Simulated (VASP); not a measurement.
# NiO (Fm-3m) in VASP: further runs, part 2 of 2

VASP 6.6.1. The steps go on from the part before.

### 5 Relaxation of the atoms, LDA+U, collinear spin, ferromagnetic start (atoms moved at random, drawn with an rms of 0.1 Å)

File INCAR:

```
SYSTEM = NiO
ALGO = Normal
EDIFF = 1E-6
EDIFFG = -0.01
ENCUT = 520
GGA = CA
IBRION = 2
ISIF = 2
ISMEAR = -1
ISPIN = 2
LASPH = .TRUE.
LCHARG = .FALSE.
LDAU = .TRUE.
LDAUJ = 1 0
LDAUL = 2 -1
LDAUPRINT = 1
LDAUTYPE = 1
LDAUU = 1 0
LMAXMIX = 4
LORBIT = 11
LREAL = .FALSE.
LWAVE = .FALSE.
MAGMOM = 1 0
NELM = 150
NSW = 40
PREC = Accurate
SIGMA = 0.02
```

File KPOINTS:

```
k-points
0
G
  11 11 11
  0 0 0
```

File POSCAR:

```
NiO
1.0
    0.0000000000      2.0859016414      2.0859016414
    2.0859016414      0.0000000000      2.0859016414
    2.0859016414      2.0859016414      0.0000000000
Ni O
1 1
Selective dynamics
Direct
    0.0054750000     -0.0250590000      0.0180890000  F F F
    0.5168140000      0.5086400000      0.4567700000  T T T
```

Potentials or basis: VASP PAW LDA potentials, release 64 (Ni, O).

Started as:

```console
$ cat potpaw_LDA.64/Ni/POTCAR potpaw_LDA.64/O/POTCAR > POTCAR
$ mpirun -np 1 vasp_std > vasp.out
```

Wall time 10 min (1 thread of Intel Xeon Platinum 8488C (Sapphire Rapids), shared host); peak memory 0.4 GiB.

It converged, with:

* Free energy: -13.3632 eV
* Energy gained by relaxing: 13.9 meV/atom
* Ionic steps: 8
* Pressure after relaxing: -14.0 GPa
* Band gap on the k mesh: none (metal or under the smearing width)
* Net moment: 1.57 μB per cell
* Site moments: Ni +1.29; O +0.23 μB
* Valence electrons inside the program's atomic spheres: Ni 9.03; O 4.93

The path:
| step | energy change (eV) | largest force (eV/Å) | pressure (GPa) |
| --- | --- | --- | --- |
| 1 | 0.0000 | 0.2705 | -9.37 |
| 2 | -0.0035 | 0.2659 | -9.98 |
| 3 | -0.0141 | 0.2704 | -12.68 |
| 4 | -0.0271 | 0.0650 | -13.88 |
| 5 | -0.0277 | 0.0284 | -13.98 |
| 6 | -0.0277 | 0.0290 | -13.93 |
| 7 | -0.0278 | 0.0164 | -14.00 |
| 8 | -0.0278 | 0.0037 | -13.95 |

Final structure:
```
CELL_PARAMETERS angstrom
0.00000 2.08590 2.08590
2.08590 0.00000 2.08590
2.08590 2.08590 0.00000
ATOMIC_POSITIONS crystal
Ni 0.00547 0.97494 0.01809
O 0.50575 0.47504 0.51755
```

Levels at points of the mesh, in eV from the Fermi level:
Spin up:
| k point | band 6 | band 7 | band 8 | band 9 | band 10 | band 11 | band 12 | band 13 |
| --- | --- | --- | --- | --- | --- | --- | --- | --- |
| (0.00, 0.00, 0.00) | -3.00 | -2.34 | -2.34 | -2.34 | 1.63 | 17.75 | 19.00 | 19.00 |
Spin down:
```csv
k point,band 3,band 4,band 5,band 6,band 7,band 8,band 9,band 10,band 11,band 12
"(0.00, 0.00, 0.00)",-2.57,-2.57,-1.89,-1.89,-1.89,-0.76,-0.76,1.94,17.78,19.02
```

Eigenvalues of the final occupation matrices:
| site | spin | trace | eigenvalues |
| --- | --- | --- | --- |
| site 1 d | 1 | 4.79 | 0.96 0.96 0.96 0.96 0.96 |
| site 1 d | 2 | 3.52 | 0.34 0.34 0.95 0.95 0.95 |

Caveat: a cell with one magnetic atom can't hold antiferromagnetic order, which such compounds often take. The state reached can hang on the start; a lower one may exist.

### 6 The reference run

An earlier run on the cell as given: functional PBEsol; potentials or basis VASP PAW PBE potentials, release 64 (Ni, O); cutoff 520 eV; k mesh 11 × 11 × 11; occupations fermi-dirac, width 0.05 eV; collinear spin, ferromagnetic start; starting moments [1.0, 0.0] μB.

* Pressure: -7.6 GPa
* Band gap on the k mesh: none (metal or under the smearing width)
* Net moment: 1.34 μB per cell
* Site moments: Ni +1.12; O +0.19 μB
* Valence electrons inside the program's atomic spheres: Ni 9.04; O 4.93

### 7 The runs side by side

| task | level | potentials or basis | U | cell | smearing | LDAUTYPE | hund's J | atoms held fixed (from 0) | ladder | gap on the mesh (eV) | pressure (GPa) | moment (μB) |
| --- | --- | --- | --- | --- | --- | --- | --- | --- | --- | --- | --- | --- |
| band structure | BLYP | VASP PAW PBE potentials, release 64 (Ni, O) | - | as given | fermi-dirac 0.05 eV | - | - | - | - | - | - | 1.60 |
| band structure | PW91 | VASP PAW PBE potentials, release 64 (Ni, O) | - | as given | fermi-dirac 0.05 eV | - | - | - | - | - | - | 1.31 |
| band structure | AM05 | VASP PAW PBE potentials, release 64 (Ni, O) | - | as given | fermi-dirac 0.05 eV | - | - | - | - | - | - | 0.95 |
| relaxation of the atoms | LDA+U | VASP PAW LDA potentials, release 64 (Ni, O) | Ni d U = 1 eV, J = 1.0 eV | atoms relaxed from: atoms moved at random, drawn with an rms of 0.1 Å | fermi-dirac 0.02 eV | 1 | 1 | [0] | - | none | -14.0 | 1.57 |
| single point | PBEsol | VASP PAW PBE potentials, release 64 (Ni, O) | - | as given | fermi-dirac 0.05 eV | - | - | - | free | none | -7.6 | 1.34 |

Alike in all rows: spin collinear, ferromagnetic start; k mesh 11 × 11 × 11; cutoff (eV) 520.

Caveats: a cell with one magnetic atom can't hold antiferromagnetic order, which such compounds often take; the PAW data sets were made with another functional, which shifts forces and pressure a little (some runs); semilocal functionals often make such compounds metallic where correlation or magnetic order opens a gap, which also shifts bond lengths (some runs).

Total energies depend on the potentials used, so only differences within one code and one set of settings carry meaning.

### 8 Against experiment

Step 2. Measured gap of NiO: 4.3 eV (quoted in “Local correlations, non-local screening, multiplets, and band formation in NiO”, 2012, arxiv:1210.6675). This calculation gives 0.00 eV (-4.30 eV). So large a miss can be the level of theory's own, or it may mean another phase, state or a wrong row. The value is that of BLYP, without temperature or zero-point motion. Semilocal functionals fall short of measured gaps as a rule. The run's magnetic order (collinear spin, ferromagnetic start) needn't be the measured crystal's.

Step 3. Against the measured gap of NiO, 4.3 eV (quoted in “Local correlations, non-local screening, multiplets, and band formation in NiO”, 2012, arxiv:1210.6675), the calculated 0.00 eV is off by -4.30 eV. So large a miss can be the level of theory's own, or it may mean another phase, state or a wrong row. The value is that of PW91, without temperature or zero-point motion. Semilocal functionals fall short of measured gaps as a rule. The run's magnetic order (collinear spin, ferromagnetic start) needn't be the measured crystal's.

Step 4. Against the measured gap of NiO, 4.3 eV (quoted in “Local correlations, non-local screening, multiplets, and band formation in NiO”, 2012, arxiv:1210.6675), the calculated 0.00 eV is off by -4.30 eV. So large a miss can be the level of theory's own, or it may mean another phase, state or a wrong row. The value is that of AM05, without temperature or zero-point motion. Semilocal functionals fall short of measured gaps as a rule. The run's magnetic order (collinear spin, ferromagnetic start) needn't be the measured crystal's.
